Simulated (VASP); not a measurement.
# TaN (P6_3/mmc) in VASP: a series of runs, part 2 of 2

VASP 6.6.1. Earlier steps stand in the parts before.

### 5 Relaxation of cell and atoms, PBE+D4

Contents of INCAR:

```
PREC     = Accurate       # precision mode
ENCUT    = 600            # plane-wave cutoff, eV
EDIFF    = 1E-7           # SCF threshold, eV
ISMEAR   = -1             # smearing method
SIGMA    = 0.05           # smearing width, eV
LREAL    = F              # projectors in reciprocal space
LASPH    = T              # aspherical terms in the spheres
NELM     = 100            # most SCF steps
ALGO     = Fast           # electronic algorithm
ISIF     = 3              # what is computed and relaxed
LWAVE    = F              # write WAVECAR
LCHARG   = F              # write CHGCAR
GGA      = PE             # functional
IVDW     = 13             # dispersion correction
IBRION   = 2              # ionic algorithm
NSW      = 40             # ionic steps
EDIFFG   = -0.005         # ionic threshold
```

Contents of KPOINTS:

```
Automatic mesh
0
Gamma
  10 10 5
```

Contents of POSCAR:

```
TaN
1.0
    2.9217699809      0.0000000000      0.0000000000
   -1.4608849905      2.5303270275      0.0000000000
    0.0000000000      0.0000000000      5.9165150000
Ta N
2 2
Direct
    0.0000000000      0.0000000000      0.5000000000
    0.0000000000      0.0000000000      0.0000000000
    0.3333333333      0.6666666667      0.2500000000
    0.6666666667      0.3333333333      0.7500000000
```

On the command line:

```console
cat potpaw_PBE.64/Ta_pv/POTCAR potpaw_PBE.64/N/POTCAR > POTCAR
mpirun -np 1 vasp_std > vasp.out
```

Run time: 71 s. Hardware: 1 thread of Intel Xeon 6975P-C (Granite Rapids), shared host; peak memory 0.2 GiB.

Results (log left out):

| Property | Result |
| --- | --- |
| Free energy | -45.2669 eV |
| Relaxed volume | 10.76 Å³/atom |
| Relaxed cell | a = 2.906 Å, b = 2.906 Å, c = 5.887 Å, α = 90.00°, β = 90.00°, γ = 120.00° |
| Space group after relaxing (to 0.05 Å) | P6_3/mmc (No. 194) |
| Energy gained by relaxing | 2.8 meV/atom |
| Ionic steps | 6 |
| Pressure after relaxing | 0.0 GPa |
| Band gap on the k mesh | none (metal or under the smearing width) |
| Dispersion energy per atom | -0.311 eV |

The path:
```tsv
step	energy change (eV)	largest force (eV/Å)	pressure (GPa)	volume (Å³)
1	0.0000	0.0000	-5.17	43.74
2	0.0492	0.0000	13.15	41.54
3	-0.0112	0.0000	-0.06	43.07
4	-0.0112	0.0000	0.04	43.05
5	-0.0112	0.0000	0.05	43.05
6	-0.0112	0.0000	0.04	43.05
```

Final structure:
```
Ta N
1.0
     2.90572    0.00000    0.00000
    -1.45286    2.51642    0.00000
     0.00000    0.00000    5.88741
Ta N
2 2
Direct
  0.00000 0.00000 0.50000
  0.00000 0.00000 0.00000
  0.33333 0.66667 0.25000
  0.66667 0.33333 0.75000
```

Levels at points of the mesh, in eV from the Fermi level:
```
           k point  band 13  band 14  band 15  band 16  band 17  band 18  band 19  band 20
(0.00, 0.00, 0.00)    -3.52    -2.01    -2.01    -0.23    -0.23     0.57     0.57     2.38
(0.50, 0.00, 0.00)    -4.15    -3.77    -2.82    -2.16     2.89     4.05     4.91     5.26
```

Caveat: pairwise dispersion overbinds metals, which lowers pressure and volume.

### 6 Relaxation of cell and atoms, PBE+rVV10

Contents of INCAR:

```
  PREC = Accurate
  ENCUT = 600
  EDIFF = 1E-6
  ISMEAR = -1
  SIGMA = 0.05
  LREAL = F
  LASPH = T
  NELM = 60
  ALGO = Normal
  ISIF = 3
  LWAVE = F
  LCHARG = F
  GGA = PE
  LUSE_VDW = T
  IVDW_NL = 2
  BPARAM = 10.0
  CPARAM = 0.0093
  IBRION = 2
  NSW = 60
  EDIFFG = -0.02
```

KPOINTS is that of step 5.

POSCAR is that of step 5.

Potentials or basis: VASP PAW PBE potentials, release 64 (Ta_pv, N).

On the command line:

```console
cat potpaw_PBE.64/Ta_pv/POTCAR potpaw_PBE.64/N/POTCAR > POTCAR
mpirun -np 1 vasp_std > vasp.out
```

OUTCAR:

```text
PREC = Accurate
   ENCUT = 600
   EDIFF = 1E-6
   ISMEAR = -1
   LREAL = F
   LASPH = T
   NELM = 60
   ISIF = 3
   GGA = PE
   IVDW_NL = 2
   BPARAM = 10.0
   IBRION = 2
   NSW = 60
   EDIFFG = -0.02

 ion  position               nearest neighbor table
   1  0.000  0.000  0.500-   3 2.24   4 2.24   4 2.24   3 2.24   4 2.24   3 2.24   2 2.96   2 2.96

   2  0.000  0.000  0.000-   3 2.24   4 2.24   4 2.24   3 2.24   4 2.24   3 2.24   1 2.96   1 2.96

   3  0.333  0.667  0.250-   1 2.24   2 2.24   1 2.24   2 2.24   1 2.24   2 2.24
   4  0.667  0.333  0.750-   1 2.24   2 2.24   1 2.24   2 2.24   1 2.24   2 2.24

  LATTYP: Found a hexagonal cell.
 ALAT       =     2.9217699809
 C/A-ratio  =     2.0249763119

  Lattice vectors:

[... 339 lines left out ...]

 number of electron      32.0000004 magnetization

 Free energy of the ion-electron system (eV)
  ---------------------------------------------------
  ext. energy  EPLUGINS =         0.00000000
  ---------------------------------------------------
  free energy    TOTEN  =       -43.44598126 eV

  energy without entropy =      -43.43600153  energy(sigma->0) =      -43.44099140

 E-fermi :   8.1762     XC(G=0): -13.3402

 val. band max:        8.1445944912   @ k =   0.1000   0.1000   0.4000
 cond. band min:       8.1888732354   @ k =   0.1000   0.0000   0.2000
 fundamental gap:      0.0442787442
 Fermi energy:         8.1761777818

 k-point     1 :       0.0000    0.0000    0.0000
  band No.  band energies     occupation
      1     -27.4075      2.00000
      2     -26.6485      2.00000
      3     -26.3838      2.00000
      4     -26.3838      2.00000
      5     -26.3222      2.00000
      6     -26.3222      2.00000
[... 541 lines left out ...]
     19      12.1186      0.00000
     20      12.9784      0.00000

 [... further k-points ...]
[... 5 lines left out ...]
  --------------------------------------------------------------------------------------
  -------------------------------------------------------------------------------------
  Total        0.0444533      0.0444533     -0.0575488     -0.0000000     -0.0000000      0.0000000
  in kB        1.6404300      1.6404300     -2.1236827     -0.0000000     -0.0000000      0.0000000
  external PRESSURE =       0.3857258 kB  Pullay stress =       0.0000000 kB
[... 19 lines left out ...]
  FREE ENERGIE OF THE ION-ELECTRON SYSTEM (eV)
  ---------------------------------------------------
  free  energy   TOTEN  =       -43.4459812601 eV

  energy  without entropy=      -43.4360015329  energy(sigma->0) =      -43.44099140

 reached required accuracy - stopping structural energy minimisation
```

CONTCAR:

```text
TaN
   1.00000000000000
     2.9126696451778078    0.0000000000001797   -0.0000000000000000
    -1.4563348226385926    2.5224459055812831   -0.0000000000000000
    -0.0000000000000000   -0.0000000000000000    5.9094063087651501
  Ta              N
     2     2
Direct
     0.0000000000000000    0.0000000000000000    0.5000000000000000
     0.0000000000000000    1.0000000000000000    0.0000000000000000
     0.3333333332999970    0.6666666667000030    0.2500000000000000
     0.6666666667000030    0.3333333332999970    0.7500000000000000

  0.00000000E+00  0.00000000E+00  0.00000000E+00
  0.00000000E+00  0.00000000E+00  0.00000000E+00
  0.00000000E+00  0.00000000E+00  0.00000000E+00
  0.00000000E+00  0.00000000E+00  0.00000000E+00
```

It took 1.9 min on 1 thread of Intel Xeon 6975P-C (Granite Rapids), shared host; peak memory 0.32 GiB.

What came out:

| Property | Result |
| --- | --- |
| Free energy | -43.4460 eV |
| Relaxed volume | 10.85 Å³/atom |
| Relaxed cell | a = 2.913 Å, b = 2.913 Å, c = 5.909 Å, α = 90.00°, β = 90.00°, γ = 120.00° |
| Space group after relaxing (to 0.05 Å) | P6_3/mmc (No. 194) |
| Energy gained by relaxing | 0.6 meV/atom |
| Ionic steps | 5 |
| Pressure after relaxing | 0.0 GPa |
| Band gap on the k mesh | none (metal or under the smearing width) |

The path:
```
step  energy change (eV)  largest force (eV/Å)  pressure (GPa)  volume (Å³)
   1              0.0000                0.0000           -2.37        43.74
   2              0.0097                0.0000            5.65        42.72
   3             -0.0024                0.0000            0.01        43.42
   4             -0.0024                0.0000            0.07        43.42
   5             -0.0024                0.0000            0.04        43.42
```

Final structure:
```
Ta N
1.0
     2.91267    0.00000    0.00000
    -1.45633    2.52245    0.00000
     0.00000    0.00000    5.90941
Ta N
2 2
Direct
  0.00000 0.00000 0.50000
  0.00000 0.00000 0.00000
  0.33333 0.66667 0.25000
  0.66667 0.33333 0.75000
```

Caveat: pairwise dispersion overbinds metals, which lowers pressure and volume. The run has no spin-orbit coupling, so splittings on Ta are missing.

### 7 Summary

```csv
level,k mesh,gap on the mesh (eV),pressure (GPa),relaxed volume (Å³/atom)
RPBE+D4,7 × 7 × 4,none,0.1,10.73
PBE+D3,10 × 10 × 5,none,0.1,10.74
PBE+D3(BJ),10 × 10 × 5,none,0.0,10.69
PBE+D4,10 × 10 × 5,none,0.0,10.76
PBE+rVV10,10 × 10 × 5,none,0.0,10.85
```

Alike in all rows: task relaxation of cell and atoms; potentials or basis VASP PAW PBE potentials, release 64 (Ta_pv, N); no spin polarisation; cell relaxed; cutoff (eV) 600; smearing fermi-dirac 0.05 eV.

Caveats: pairwise dispersion overbinds metals, which lowers pressure and volume; the PAW data sets were made with another functional, which shifts forces and pressure a little (some runs).

Absolute energies hang on the potentials; compare differences alone.
